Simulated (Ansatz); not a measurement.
In: vacancy hop by nudged elastic band (Ansatz)

Launch command:

```bash
ansatz run input.yaml --threads 4 --pin off --max-ram 8192MiB --backend cpu --events-out ev --progress --plain --runs-dir out
```

input.yaml:

```yaml
crystal:
  lattice:
    - [-3.24562944, 3.24562944, 4.93129754]
    - [3.24562944, -3.24562944, 4.93129754]
    - [4.86844416, 4.86844416, -7.39694631]
  atoms:
    - { symbol: In, position: [-0.00136535, 0.00039669, 0.0004429] }
    - { symbol: In, position: [-0.00015519, 0.00304733, 0.33538656] }
    - { symbol: In, position: [0.00318288, -0.00097529, 0.66728366] }
    - { symbol: In, position: [0.00559854, 0.49911233, 0.33769875] }
    - { symbol: In, position: [0.00102698, 0.50526094, 0.66941231] }
    - { symbol: In, position: [0.50287221, 0.00600415, 0.00253962] }
    - { symbol: In, position: [0.49917629, 0.00042183, 0.33485709] }
    - { symbol: In, position: [0.49959484, 0.00235664, 0.66798182] }
    - { symbol: In, position: [0.49621841, 0.50264912, 0.00077699] }
    - { symbol: In, position: [0.49938369, 0.50126739, 0.33382969] }
    - { symbol: In, position: [0.49945409, 0.50095748, 0.66550465] }
kpoints:
  mp_grid: { grid: [3, 3, 2] }
magnetization:
  spin_polarized: false
scf:
  occupations: { method: fermi_dirac, width: 0.05 }
hamiltonian:
  pseudopotentials: { kind: paw }
  xc: pbe
basis:
  ecutwfc: 420
neb:
  images: 3
  relax_end_points: true
  climbing: true
  f_tol: 0.05
  max_iterations: 40
  order_check: false
  final_atoms:
    - { symbol: In, position: [-0.00136535, 0.00039669, 0.0004429] }
    - { symbol: In, position: [-0.00015519, 0.00304733, 0.33538656] }
    - { symbol: In, position: [0.00318288, -0.00097529, 0.66728366] }
    - { symbol: In, position: [0.00559854, 0.49911233, 0.33769875] }
    - { symbol: In, position: [0.00102698, 0.50526094, 0.66941231] }
    - { symbol: In, position: [0.50287221, 0.00600415, 0.00253962] }
    - { symbol: In, position: [0.00135585, -0.4986007, 0.00110991] }
    - { symbol: In, position: [0.49959484, 0.00235664, 0.66798182] }
    - { symbol: In, position: [0.49621841, 0.50264912, 0.00077699] }
    - { symbol: In, position: [0.49938369, 0.50126739, 0.33382969] }
    - { symbol: In, position: [0.49945409, 0.50095748, 0.66550465] }
```

Origin of the cell: a database entry, scaled a little.

The cell is 2×2×3 cells of In with one In taken out; atom 7 (In) hops into the empty site, 3.36 Å away before the end points are relaxed. All atoms were shaken by about 0.02 Å first.

Output (shortened):

```
Warning: neb: disabling space-group detection — the band's intermediate images generally break the endpoint symmetry, so no spatial operation reduces the k-mesh or symmetrises the density, ex […]
Pseudopotentials: kind: paw
Pseudopotential: In, paw, valence charge 13, recommended cutoff 420 eV (normal), In.paw.azcp
Functional definition: PBE
  exchange = pbe_x(kappa = kappa, mu = beta*pi^2/3)
  correlation = pbe_c(beta = beta)
parallel-image band execution: 3 concurrent image workers
NEB image 0
Crystal: 11 atoms, lattice volume = 311.681 Å³
Basis set: ecut = 420 eV, 6101 PW (Γ), exchange–correlation on 96×96×144 points (8 copies of the dense FFT grid, shifted against one another)
Bands: 86, of which v1, the nominal top of the filled ones, is band 72 counted from 1 (71 counted from 0)
Symmetry: 1 space group operations
[… 3 lines left out …]
Initial density: superposition of atomic densities (neutral atoms: chi_scale 0, normalization atom), corrected by the library's trained network
Functional: x = pbe(κ = 0.804, μ = 0.219515), c = pbe(β = 0.066725)
SCF iter   1: F=—  HF=-61576.295768 eV  Δρ=2.17e-3  dr2=4.80e-2  defer=7
SCF iter   2: F=—  HF=-61576.279275 eV  Δρ=1.55e-3  dr2=2.90e-2  defer=46
SCF iter   3: F=—  HF=-61576.272557 eV  Δρ=4.57e-4  dr2=1.29e-3  defer=46
SCF iter   4: F=—  HF=-61576.272283 eV  Δρ=1.25e-4  dr2=5.15e-5  defer=46
SCF iter   5: F=—  HF=-61576.272301 eV  Δρ=3.13e-5  dr2=3.87e-6  defer=45
SCF iter   6: F=—  HF=-61576.272302 eV  Δρ=9.39e-6  dr2=3.27e-7  defer=45
SCF iter   7: F=-61576.272302 eV  HF=-61576.272302 eV  Δρ=2.91e-6  dr2=4.28e-8
NEB iter   1: max|band force component| = 6.781e-1 eV/Å  barrier→ = 0.6869 eV  barrier← = 0.6869 eV  Δτ_max = 0.2000 Å  (40 SCF iters)
NEB iter   2: max|band force component| = 1.090e-1 eV/Å  barrier→ = 0.2801 eV  barrier← = 0.2801 eV  CI = image 2  Δτ_max = 0.0851 Å  (22 SCF iters)
NEB iter   3: max|band force component| = 6.240e-2 eV/Å  barrier→ = 0.2136 eV  barrier← = 0.2136 eV  CI = image 2  Δτ_max = 0.1253 Å  (19 SCF iters)
NEB iter   4: max|band force component| = 3.069e-2 eV/Å  barrier→ = 0.1740 eV  barrier← = 0.1740 eV  CI = image 2  Δτ_max = 0.0358 Å  (22 SCF iters)
NEB iter   5: max|band force component| = 5.591e-2 eV/Å  barrier→ = 0.1712 eV  barrier← = 0.1712 eV  CI = image 2  Δτ_max = 0.0323 Å  (6 SCF iters)
NEB iter   6: max|band force component| = 1.511e-2 eV/Å  barrier→ = 0.1706 eV  barrier← = 0.1707 eV  CI = image 2  Δτ_max = 0.0000 Å  (17 SCF iters)
--- NEB band (5 images, 6 band iterations, 126 SCF iterations, 57 more in tests of the images' electronic states and relaxations of end points) ---
  forward barrier  = 0.170646 eV
  backward barrier = 0.170652 eV
  lagrangian_above_aufbau_ev (what the smearing adds, to first order; not taken off the barriers): saddle image -0.019076 eV, end points -0.008621 and -0.008582 eV
  climbing image's point = of an order that was not read
  energies are F+E_penalty+E_count in eV, relative to image 0
  image     s (Å)  Δ vs image 0  max|band force component| (eV/Å)
      0    0.0000      0.000000                                 —
      1    0.9292      0.071692                          1.511e-2
  *   2    1.8588      0.170646                          9.981e-3
      3    2.7861      0.071916                          1.511e-2
      4    3.7131     -0.000006                                 —
```

The converged band:

```json
{"image": "0", "path over all atoms (Å)": "0.00", "ΔF (eV)": "0.000", "In x": "-0.05", "y": "3.18", "z (Å)": "-0.09"}
{"image": "1", "path over all atoms (Å)": "0.93", "ΔF (eV)": "0.072", "In x": "-0.37", "y": "2.87", "z (Å)": "-0.54"}
{"image": "2", "path over all atoms (Å)": "1.86", "ΔF (eV)": "0.171", "In x": "-0.80", "y": "2.44", "z (Å)": "-1.23"}
{"image": "3", "path over all atoms (Å)": "2.79", "ΔF (eV)": "0.072", "In x": "-1.23", "y": "2.01", "z (Å)": "-1.92"}
{"image": "4", "path over all atoms (Å)": "3.71", "ΔF (eV)": "0.000", "In x": "-1.55", "y": "1.69", "z (Å)": "-2.37"}
```

Relaxed start, forces in eV/Å:

```xyz
11
Lattice="-3.246 3.246 4.931 3.246 -3.246 4.931 4.868 4.868 -7.397" Properties=species:S:1:pos:R:3:forces:R:3 pbc="T T T" image=0
In    0.010    0.002    0.002    0.000    0.000    0.000
In    1.561    1.622   -2.460    0.001    0.001    0.000
In    3.327    3.252   -4.935   -0.001   -0.001    0.000
In    3.289    0.036    0.102   -0.002   -0.002    0.001
In    4.845    1.592   -2.568    0.003    0.002   -0.001
In   -1.610    1.626    2.467    0.000    0.000    0.000
In   -0.052    3.183   -0.089    0.000    0.000   -0.001
In    1.700    4.936   -2.374    0.000    0.000    0.001
In    0.013    0.002    4.931    0.000    0.000    0.000
In    1.632    1.554    2.471    0.001    0.000    0.000
In    3.263    3.319   -0.004   -0.001    0.000    0.000
```

Highest image (2), forces in eV/Å:

```xyz
11
Lattice="-3.246 3.246 4.931 3.246 -3.246 4.931 4.868 4.868 -7.397" Properties=species:S:1:pos:R:3:forces:R:3 pbc="T T T" image=2
In    0.278   -0.187    0.142    0.001    0.010    0.003
In    1.823    1.359   -2.604   -0.010   -0.001   -0.003
In    3.360    3.144   -4.930    0.004   -0.004    0.000
In    3.444    0.191    0.001   -0.007   -0.007   -0.002
In    5.045    1.792   -2.611    0.000    0.000   -0.002
In   -1.799    1.438    2.467    0.007    0.007    0.002
In   -0.800    2.436   -1.231    0.000    0.000    0.000
In    1.468    4.704   -2.317    0.000    0.000    0.002
In   -0.178    0.269    5.073    0.010    0.001    0.003
In    1.368    1.814    2.327   -0.001   -0.010   -0.003
In    3.154    3.353    0.002   -0.004    0.004    0.000
```

Relaxed end, forces in eV/Å:

```xyz
11
Lattice="-3.246 3.246 4.931 3.246 -3.246 4.931 4.868 4.868 -7.397" Properties=species:S:1:pos:R:3:forces:R:3 pbc="T T T" image=4
In    0.015    0.072   -0.004    0.000    0.002    0.002
In    1.634    1.625   -2.464    0.000    0.000    0.001
In    3.252    3.179   -4.922    0.000   -0.001   -0.002
In    3.256    0.003    0.002    0.001    0.000    0.000
In    4.815    1.561   -2.554   -0.001    0.000   -0.001
In   -1.644    1.593    2.364    0.002    0.001   -0.002
In   -1.547    1.690   -2.373    0.001    0.001    0.002
In    1.666    4.903   -2.358   -0.001   -0.002    0.001
In    0.080    0.006    4.927    0.001    0.000    0.002
In    1.634    1.625    2.469    0.000    0.000    0.000
In    3.188    3.244    0.009   -0.001    0.000   -0.003
```

Barrier of this path: 0.17 eV forwards, 0.17 eV backwards, after 6 band iterations.

Caveats: no moments, though an odd count or open d shells may carry them; the k mesh is coarse if the cell is a metal; a small cell with a neutral vacancy and no spin, whose shape can make like sites unlike; the cell is held at a rescaled volume, and strain moves barriers; the hop was drawn among near neighbours and need not be the easiest path; few images and a loose tolerance, and neither the top nor the ends were tested for their order.

It ran for 3.8 min on 4 threads of Arm Neoverse V1 (shared host), peak memory 1.5 GiB, from the program's own first density.
